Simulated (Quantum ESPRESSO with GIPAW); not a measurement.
# SiO2: NMR parameters from first principles

Aim: the magnetic shielding of every site in SiO2.

Program: Quantum ESPRESSO with GIPAW 8.0dev (patched build). Level of theory: DFT, PBEsol, plane-wave PAW (pslibrary 1.0.0 recipes), scalar-relativistic, GIPAW; a patched development version of the program. Results are calculated unless marked as measured.

## 1. The structure

It takes space group P-4n2 (No. 118, tetragonal). The conventional cell has a = 6.858 Å, b = 6.858 Å, c = 7.033 Å, α = 90.00°, β = 90.00°, γ = 90.00°. Si has 4 O at 1.62 to 1.63 Å nearest. Nearest to O lie 2 Si at 1.63 Å. Nearest to O lie 2 Si at 1.62 to 1.63 Å. Nearest to O lie 2 Si at 1.62 Å. Farther neighbours and most contacts between anions are not listed.

The cell is a computed entry of the Materials Project; it need not be the form that is stable at ambient conditions.

This structure had its atoms relaxed beforehand (DFT, PBEsol, plane-wave PAW (pslibrary 1.0.0 recipes), Quantum ESPRESSO with GIPAW), starting from the database entry, since shieldings follow bond lengths closely.

## 2. The SCF step

GIPAW is a response on top of the ground state, so the wavefunctions come first. Their errors pass straight into the induced current, hence the tight threshold. No empty states are asked for: the response is solved without them. The mesh has a spacing of 0.46 Å⁻¹ at most. The PAW files were made with ld1.x from the pslibrary 1.0.0 recipes, with GIPAW reconstruction switched on.

scf.in reads:

```
&control
  calculation = 'scf'
  prefix = 'x'
  outdir = './tmp/'
  pseudo_dir = './'
/
&system
  ibrav = 0
  nat = 24
  ntyp = 2
  ecutwfc = 55
  ecutrho = 330
  nbnd = 64
/
&electrons
  conv_thr = 1.0d-10
  mixing_beta = 0.7
  electron_maxstep = 100
/
ATOMIC_SPECIES
  Si 28.085 Si.pbesol-n-kjpaw_psl.1.0.0-gipaw.UPF
  O 15.999 O.pbesol-n-kjpaw_psl.1.0.0-gipaw.UPF
CELL_PARAMETERS angstrom
  6.85758117 0.00000000 0.00000000
  0.00000000 6.85758117 0.00000000
  0.00000000 0.00000000 7.03307129
ATOMIC_POSITIONS crystal
  Si 0.54867336 0.20587327 0.05066170
  Si 0.29412673 0.95132664 0.44933830
  Si 0.70587327 0.04867336 0.44933830
  Si 0.79412673 0.54867336 0.94933830
  Si 0.45132664 0.79412673 0.05066170
  Si 0.95132664 0.70587327 0.55066170
  Si 0.04867336 0.29412673 0.55066170
  Si 0.20587327 0.45132664 0.94933830
  O 0.83814998 0.66185002 0.75000000
  O 0.33814998 0.83814998 0.25000000
  O 0.66185002 0.16185002 0.25000000
  O 0.81822413 0.84226757 0.41420343
  O 0.18177587 0.15773243 0.41420343
  O 0.50000000 0.00000000 0.55259119
  O 0.84226757 0.18177587 0.58579657
  O 0.00000000 0.50000000 0.44740881
  O 0.31822413 0.65773243 0.91420343
  O 0.68177587 0.34226757 0.91420343
  O 0.50000000 0.00000000 0.94740881
  O 0.16185002 0.33814998 0.75000000
  O 0.00000000 0.50000000 0.05259119
  O 0.65773243 0.68177587 0.08579657
  O 0.34226757 0.31822413 0.08579657
  O 0.15773243 0.81822413 0.58579657
K_POINTS automatic
  2 2 2 1 1 1
```

Started as:

```sh
$ mpirun -np 4 pw.x -nk 2 -in scf.in > scf.out
```

Log:

```text
using ibrav=0 with symmetry is DISCOURAGED, use correct ibrav instead

     suboptimal parallelization: some nodes have no k-points

     bravais-lattice index     =            0
     lattice parameter (alat)  =      12.9590  a.u.
     unit-cell volume          =    2231.9452 (a.u.)^3
     number of atoms/cell      =           24
     number of atomic types    =            2
     number of electrons       =       128.00
     number of Kohn-Sham states=           64
     kinetic-energy cutoff     =      55.0000  Ry
     charge density cutoff     =     330.0000  Ry
     scf convergence threshold =      1.0E-10
     mixing beta               =       0.7000
     number of iterations used =            8  plain     mixing
     Exchange-correlation= SLA-PW-PSX-PSC
                           (   1   4  10   8   0   0   0)
[...]
Si                4.00    28.08500     Si( 1.00)
     O                 6.00    15.99900     O ( 1.00)

      8 Sym. Ops. (no inversion) found ( 4 have fractional translation)
[...]
number of k points=     1
[...]
Dense  grid:   226057 G-vectors     FFT dimensions: (  80,  80,  80)

     Smooth grid:   123003 G-vectors     FFT dimensions: (  64,  64,  64)

     Check: negative core charge=   -0.000003

     Initial potential from superposition of free atoms

     starting charge     127.9957, renormalised to     128.0000
     Starting wfcs are   96 randomized atomic wfcs

     Self-consistent Calculation

     iteration #  1     ecut=    55.00 Ry     beta= 0.70
     Davidson diagonalization with overlap
     ethr =  1.00E-02,  avg # of iterations =  2.0

     total energy              =   -1020.73104742 Ry
     estimated scf accuracy    <       7.57357024 Ry

     iteration #  2     ecut=    55.00 Ry     beta= 0.70
     Davidson diagonalization with overlap
     ethr =  5.92E-03,  avg # of iterations =  6.0

     total energy              =   -1025.56868743 Ry
     estimated scf accuracy    <       2.94330224 Ry

     iteration #  3     ecut=    55.00 Ry     beta= 0.70
     Davidson diagonalization with overlap
     ethr =  2.30E-03,  avg # of iterations =  2.0

     total energy              =   -1025.45906872 Ry
     estimated scf accuracy    <       0.91099966 Ry

[...]
total energy              =   -1026.27482971 Ry
[...]
iteration # 32     ecut=    55.00 Ry     beta= 0.70
     Davidson diagonalization with overlap
     ethr =  9.59E-13,  avg # of iterations =  2.0

     total energy              =   -1026.27482971 Ry
     estimated scf accuracy    <          3.1E-10 Ry

     iteration # 33     ecut=    55.00 Ry     beta= 0.70
     Davidson diagonalization with overlap
     ethr =  2.39E-13,  avg # of iterations =  5.0

     End of self-consistent calculation
     [one-electron energies left out]

!    total energy              =   -1026.27482971 Ry
     total all-electron energy =     -7035.128782 Ry
     estimated scf accuracy    <          2.6E-11 Ry

     The total energy is the sum of the following terms:
     one-electron contribution =    -359.11303987 Ry
     hartree contribution      =     247.69566939 Ry
     xc contribution           =    -169.52013495 Ry
     ewald contribution        =    -322.17150251 Ry
     one-center paw contrib.   =    -423.16582176 Ry

     convergence has been achieved in  33 iterations
[...]
JOB DONE.
```

Elapsed: 2.1 min, on 4 MPI ranks of Arm Neoverse V1, shared host; peak memory 1.4 GiB; 8.4 min of CPU time.

It converged in 33 cycles to an estimated accuracy of 3e-11 Ry, on 1 irreducible k-points.

## 3. Magnetic response

The job finds the current that a weak uniform field induces (applied as a long wave, q_gipaw) and the field that this current makes at each nucleus. On atoms with p or d valence electrons much of the paramagnetic part arises close to the nucleus, where the PAW partial waves rebuild the true states. pawproj makes the reconstruction use the PAW data sets' own projectors.

nmr.in reads:

```
&inputgipaw
  job = 'nmr'
  prefix = 'x'
  tmp_dir = './tmp/'
  restart_mode = 'from_scratch'
  verbosity = 'low'
  q_gipaw = 0.01
  spline_ps = .true.
  conv_threshold = 1.0d-11
  use_nmr_macroscopic_shape = .false.
  pawproj(1) = .true.
  pawproj(2) = .true.
/
```

Started as:

```sh
$ mpirun -np 4 gipaw.x -in nmr.in > nmr.out
```

Log:

```text
[banner, memory and clock lines left out]
[a note of our patched build left out]

     Parallelizing q-star over 1 images

     IMPORTANT: XC functional enforced from input :
     Exchange-correlation= PBESOL
                           (   1   4  10   8   0   0   0)
     Any further DFT definition will be discarded
     Please, verify this is what you really want

     Check: negative core charge=   -0.000003
[...]
alpha_pv=     38.5809 eV

     spline_ps is .false., expect some extrapolation errors

     q-space interpolation up to    66.00 Rydberg

     GIPAW job: nmr
     NMR macroscopic correction: no
[...]
Computing the magnetic susceptibility     isolve=0    ethr=  0.1000E-10
     Starting from scratch
     k-point #    1 of     1      pool #  1    cpu time:       2.2

     End of magnetic susceptibility calculation

     f-sum rule (1st term):
          -120.6403          0.0000          0.0000
             0.0000       -120.6403          0.0000
             0.0000          0.0000       -120.6099

     f-sum rule (2nd term):
            -2.7584          0.0000          0.0000
             0.0000         -2.7584          0.0000
             0.0000          0.0000         -2.7885

     f-sum rule (should be  -123.4064):
          -123.3988          0.0000          0.0000
             0.0000       -123.3988          0.0000
             0.0000          0.0000       -123.3984

[... susceptibilities left out ...]
     Contributions to the NMR chemical shifts: -------------------------------

     Macroscopic shape contribution in ppm:                    0.00
             0.0000          0.0000          0.0000
             0.0000          0.0000          0.0000
             0.0000          0.0000          0.0000

     Core contribution in ppm:

     Atom  1  Si  pos: (  0.548673  0.205873  0.051958)  core sigma:         836.91
     Atom  2  Si  pos: (  0.294127  0.951327  0.460837)  core sigma:         836.91
     Atom  3  Si  pos: (  0.705873  0.048673  0.460837)  core sigma:         836.91
     Atom  4  Si  pos: (  0.794127  0.548673  0.973633)  core sigma:         836.91
     Atom  5  Si  pos: (  0.451327  0.794127  0.051958)  core sigma:         836.91
     Atom  6  Si  pos: (  0.951327  0.705873  0.564754)  core sigma:         836.91
     Atom  7  Si  pos: (  0.048673  0.294127  0.564754)  core sigma:         836.91
     Atom  8  Si  pos: (  0.205873  0.451327  0.973633)  core sigma:         836.91
     Atom  9  O   pos: (  0.838150  0.661850  0.769193)  core sigma:         270.50
     Atom 10  O   pos: (  0.338150  0.838150  0.256398)  core sigma:         270.50
     Atom 11  O   pos: (  0.661850  0.161850  0.256398)  core sigma:         270.50
     Atom 12  O   pos: (  0.818224  0.842268  0.424803)  core sigma:         270.50
     Atom 13  O   pos: (  0.181776  0.157732  0.424803)  core sigma:         270.50
     Atom 14  O   pos: (  0.500000  0.000000  0.566732)  core sigma:         270.50
     Atom 15  O   pos: (  0.842268  0.181776  0.600787)  core sigma:         270.50
     Atom 16  O   pos: (  0.000000  0.500000  0.458858)  core sigma:         270.50
     Atom 17  O   pos: (  0.318224  0.657732  0.937599)  core sigma:         270.50
     Atom 18  O   pos: (  0.681776  0.342268  0.937599)  core sigma:         270.50
[...]
Atom 23  O   pos: (  0.342268  0.318224  0.087992)  core sigma:         270.50
     Atom 24  O   pos: (  0.157732  0.818224  0.600787)  core sigma:         270.50

     Bare contribution in ppm:

     Atom  1  Si  pos: (  0.548673  0.205873  0.051958)  bare sigma:         -27.05
[...]
Atom  2  Si  pos: (  0.294127  0.951327  0.460837)  bare sigma:         -27.05
[...]
Atom  3  Si  pos: (  0.705873  0.048673  0.460837)  bare sigma:         -27.05
[...]
Atom  4  Si  pos: (  0.794127  0.548673  0.973633)  bare sigma:         -27.05
[...]
Atom  5  Si  pos: (  0.451327  0.794127  0.051958)  bare sigma:         -27.05
[...]
Atom  6  Si  pos: (  0.951327  0.705873  0.564754)  bare sigma:         -27.05
[...]
Atom  7  Si  pos: (  0.048673  0.294127  0.564754)  bare sigma:         -27.05
[...]
Atom  8  Si  pos: (  0.205873  0.451327  0.973633)  bare sigma:         -27.05
[...]
Atom  9  O   pos: (  0.838150  0.661850  0.769193)  bare sigma:          57.13
[...]
Atom 10  O   pos: (  0.338150  0.838150  0.256398)  bare sigma:          57.13
[...]
Atom 11  O   pos: (  0.661850  0.161850  0.256398)  bare sigma:          57.13
[...]
Atom 12  O   pos: (  0.818224  0.842268  0.424803)  bare sigma:          54.53
[...]
Atom 13  O   pos: (  0.181776  0.157732  0.424803)  bare sigma:          54.53
[...]
Atom 14  O   pos: (  0.500000  0.000000  0.566732)  bare sigma:          54.93
[...]
Atom 15  O   pos: (  0.842268  0.181776  0.600787)  bare sigma:          54.53
[...]
Atom 16  O   pos: (  0.000000  0.500000  0.458858)  bare sigma:          54.93
[...]
Atom 17  O   pos: (  0.318224  0.657732  0.937599)  para_oo sigma:          -2.20
[...]
Atom 18  O   pos: (  0.681776  0.342268  0.937599)  para_oo sigma:          -2.20
[...]
Atom 23  O   pos: (  0.342268  0.318224  0.087992)  para_oo sigma:          -2.20
[...]
Atom 24  O   pos: (  0.157732  0.818224  0.600787)  para_oo sigma:          -2.20
[...]
Paramagnetic US L_R Q_R contribution in ppm:

     Atom  1  Si  pos: (  0.548673  0.205873  0.051958)  para_lq sigma:           1.69
[...]
Atom  2  Si  pos: (  0.294127  0.951327  0.460837)  para_lq sigma:           1.69
[...]
Atom  3  Si  pos: (  0.705873  0.048673  0.460837)  para_lq sigma:           1.69
[...]
Atom  4  Si  pos: (  0.794127  0.548673  0.973633)  para_lq sigma:           1.69
[...]
Atom  5  Si  pos: (  0.451327  0.794127  0.051958)  para_lq sigma:           1.69
[...]
Atom  6  Si  pos: (  0.951327  0.705873  0.564754)  para_lq sigma:           1.69
[...]
Atom  7  Si  pos: (  0.048673  0.294127  0.564754)  para_lq sigma:           1.69
[...]
Atom  8  Si  pos: (  0.205873  0.451327  0.973633)  para_lq sigma:           1.69
[...]
Atom  9  O   pos: (  0.838150  0.661850  0.769193)  para_lq sigma:        -204.25
[...]
Atom 10  O   pos: (  0.338150  0.838150  0.256398)  para_lq sigma:        -204.25
[...]
Atom 11  O   pos: (  0.661850  0.161850  0.256398)  para_lq sigma:        -204.25
[...]
Atom 12  O   pos: (  0.818224  0.842268  0.424803)  para_lq sigma:        -203.58
[...]
Atom 13  O   pos: (  0.181776  0.157732  0.424803)  para_lq sigma:        -203.58
[...]
Atom 14  O   pos: (  0.500000  0.000000  0.566732)  para_lq sigma:        -203.21
[...]
Atom 15  O   pos: (  0.842268  0.181776  0.600787)  para_lq sigma:        -203.58
[...]
Atom 16  O   pos: (  0.000000  0.500000  0.458858)  para_lq sigma:        -203.21
[...]
Atom 17  O   pos: (  0.318224  0.657732  0.937599)  para_lq sigma:        -203.58
[...]
Atom 18  O   pos: (  0.681776  0.342268  0.937599)  para_lq sigma:        -203.58
[...]
Atom 23  O   pos: (  0.342268  0.318224  0.087992)  para_lq sigma:        -203.58
[...]
Atom 24  O   pos: (  0.157732  0.818224  0.600787)  para_lq sigma:        -203.58
[...]
Total NMR chemical shifts in ppm: ---------------------------------------
     (adopting the Simpson convention for anisotropy and asymmetry)-----------

     Atom  1  Si  pos: (  0.548673  0.205873  0.051958)  Total sigma:         421.09
           422.1467         10.8867        -12.9976
             6.7207        429.0413          1.1766
             5.3799         -0.3954        412.0787

     Si      1    anisotropy:     21.16    eta:    0.5612
[...]
Atom  2  Si  pos: (  0.294127  0.951327  0.460837)  Total sigma:         421.09
[... its tensor is left out ...]
     Atom  3  Si  pos: (  0.705873  0.048673  0.460837)  Total sigma:         421.09
[... its tensor is left out ...]
     Atom  4  Si  pos: (  0.794127  0.548673  0.973633)  Total sigma:         421.09
[... its tensor is left out ...]
     Atom  5  Si  pos: (  0.451327  0.794127  0.051958)  Total sigma:         421.09
[... its tensor is left out ...]
     Atom  6  Si  pos: (  0.951327  0.705873  0.564754)  Total sigma:         421.09
[... its tensor is left out ...]
     Atom  7  Si  pos: (  0.048673  0.294127  0.564754)  Total sigma:         421.09
[... its tensor is left out ...]
     Atom  8  Si  pos: (  0.205873  0.451327  0.973633)  Total sigma:         421.09
[... its tensor is left out ...]
     Atom  9  O   pos: (  0.838150  0.661850  0.769193)  Total sigma:         200.11
           178.1170         -1.6096        -17.8236
            -1.6096        178.1170        -17.8236
           -24.1107        -24.1107        244.0859

     O       9    anisotropy:     82.72    eta:    0.2609
[...]
Atom 10  O   pos: (  0.338150  0.838150  0.256398)  Total sigma:         200.11
[... its tensor is left out ...]
     Atom 11  O   pos: (  0.661850  0.161850  0.256398)  Total sigma:         200.11
[... its tensor is left out ...]
     Atom 12  O   pos: (  0.818224  0.842268  0.424803)  Total sigma:         190.38
           191.2679        -28.1341         13.7113
           -25.2819        196.8954         -3.3977
            13.9738         -3.8779        182.9844

     O      12    anisotropy:     51.15    eta:    0.5723
[...]
Atom 13  O   pos: (  0.181776  0.157732  0.424803)  Total sigma:         190.38
[... its tensor is left out ...]
     Atom 14  O   pos: (  0.500000  0.000000  0.566732)  Total sigma:         191.51
           222.5131          7.9021          0.0000
             4.0150        162.7388          0.0000
             0.0000          0.0000        189.2871

     O      14    anisotropy:     47.38    eta:    0.8591
[...]
Atom 15  O   pos: (  0.842268  0.181776  0.600787)  Total sigma:         190.38
[... its tensor is left out ...]
     Atom 16  O   pos: (  0.000000  0.500000  0.458858)  Total sigma:         191.51
[... its tensor is left out ...]
     Atom 17  O   pos: (  0.318224  0.657732  0.937599)  Total sigma:         190.38
[... its tensor is left out ...]
     Atom 18  O   pos: (  0.681776  0.342268  0.937599)  Total sigma:         190.38
[... its tensor is left out ...]
     Atom 19  O   pos: (  0.500000  0.000000  0.971654)  Total sigma:         191.51
[... its tensor is left out ...]
     Atom 20  O   pos: (  0.161850  0.338150  0.769193)  Total sigma:         200.11
[... its tensor is left out ...]
     Atom 21  O   pos: (  0.000000  0.500000  0.053937)  Total sigma:         191.51
[... its tensor is left out ...]
     Atom 22  O   pos: (  0.657732  0.681776  0.087992)  Total sigma:         190.38
[... its tensor is left out ...]
     Atom 23  O   pos: (  0.342268  0.318224  0.087992)  Total sigma:         190.38
[... its tensor is left out ...]
     Atom 24  O   pos: (  0.157732  0.818224  0.600787)  Total sigma:         190.38
[... its tensor is left out ...]
```

The job ended after 4.3 min (4 MPI ranks; peak memory 1.2 GiB).

The f-sum rule is met to 0.0080 of 123.4 (0.006 %). Converged shieldings require that this miss be small, but a small miss does not prove them.

From the symmetric part of each tensor, with principal values σ11 ≤ σ22 ≤ σ33: σ_iso is their mean, the span is σ33 − σ11 and the skew 3(σ_iso − σ22)/span. (gipaw.x prints an anisotropy in another convention.)

| site | atom no. | atoms in cell | σ_iso (ppm) | span (ppm) | skew |
| --- | --- | --- | --- | --- | --- |
| Si | 1 | 8 | 421.1 | 25.1 | 0.37 |
| O(1) | 9 | 4 | 200.1 | 89.9 | 0.68 |
| O(2) | 12 | 8 | 190.4 | 60.9 | 0.36 |
| O(3) | 14 | 4 | 191.5 | 61.0 | 0.11 |

The macroscopic shape term is switched off. For a spherical sample the valence susceptibility of this run would add about 7 ppm to every site, a rough estimate, since the susceptibility converges slowly and lacks part of the PAW terms. Differences within the crystal don't depend on it, but shieldings of different compounds can't be compared to better than a few ppm without it.

In this run the largest span is that of O(1) (site symmetry 2), with principal values 165.3, 179.7 and 255.3 ppm.

17O also has a quadrupolar coupling here. It is not given: on PAW files the efg job of this gipaw.x leaves out the augmentation charge of neighbouring atoms and can miss by tens of per cent.

## 4. Sites, surroundings and shifts

Covalently bonded atoms count as neighbours within 1.18 times the sum of their radii. Otherwise a cation's neighbours lie within 1.2 times its shortest bond (1.3 for large cations, each anion's radius taken off where they differ), and an anion's are the cations that count it.

| site | atom no. | atoms in cell | surroundings | bonds (Å) | σ_iso (ppm) |
| --- | --- | --- | --- | --- | --- |
| Si | 1 | 8 | SiO4, Q4 | 1.62 to 1.63 | 421.1 |
| O(1) | 9 | 4 | bridging Si-O-Si, 156° | 1.631 | 200.1 |
| O(2) | 12 | 8 | bridging Si-O-Si, 133° | 1.62 to 1.63 | 190.4 |
| O(3) | 14 | 4 | bridging Si-O-Si, 127° | 1.622 | 191.5 |

The 3 O sites spread over 9.7 ppm in shielding, from O(2) (least shielded) to O(1).

Simulated spectrum: 29Si static powder, 11.7 T (99.0 MHz), lines broadened by 0.8 ppm; the axis counts ppm from the isotropic position of Si, as −Δσ; rigid lattice, with dipolar and J couplings left out.

offset (ppm), intensity and a bar:
```
     15.2       0.00 
     14.2       0.00 
     13.1       0.00 
     12.1       0.01 
     11.1       0.16 #####
     10.1       0.44 #############
      9.1       0.47 ##############
      8.1       0.50 ###############
      7.1       0.54 ################
      6.0       0.59 ##################
      5.1       0.65 ####################
      4.0       0.78 #######################
      3.1       1.00 ##############################
      3.0       0.99 ##############################
      1.9       0.72 ######################
      1.0       0.62 ##################
     -0.1       0.55 ################
     -1.1       0.50 ###############
     -2.1       0.47 ##############
     -3.1       0.44 #############
     -4.1       0.41 ############
     -5.1       0.39 ############
     -6.1       0.38 ###########
     -7.2       0.36 ###########
     -8.2       0.35 ##########
     -9.2       0.34 ##########
    -10.2       0.33 ##########
    -11.3       0.31 #########
    -12.2       0.31 #########
    -13.3       0.29 #########
    -14.3       0.09 ###
    -15.3       0.01 
    -16.3       0.00 
    -17.4       0.00 
    -18.3       0.00
```

Most prominent maxima (ppm: height): 3.1: 1.00.

## 5. Results

- 29Si shielding without shape term: 421.1 ppm
- 17O shielding without shape term: 190.4, 191.5, 200.1 ppm

**Reading.** 29Si has one site (SiO4, Q4), with isotropic shielding 421.1 ppm (shape term left out). A shift needs a reference, δ = σ_ref − σ, fixed on measured compounds; for 29Si of this kind at this level too few were at hand, or they scattered too widely about a line, so none is given. No sound run at another cutoff or mesh is at hand, so convergence rests on the f-sum rule and on experience with these files. This build of gipaw.x prints that it is not audited and that its numbers are no references by themselves. It also reports spline_ps as false although the input sets it; why was not traced.

[Banner, clock, file and message-heading lines were taken out of the pw.x and gipaw.x logs.]

[Logs are printed without paths, hosts, clocks, repeated set-up lines and the standing remarks that a program may print on its own settings, such as how far it seeks lower states.]

[Hosts, paths, dates, database ids (printed as entryN), source tags and the programs' standing remarks are cut or masked in the printed files.]

[Where no reference line passes its bar on scatter, no shift is given, so a measured shift of this compound may stand uncompared.]
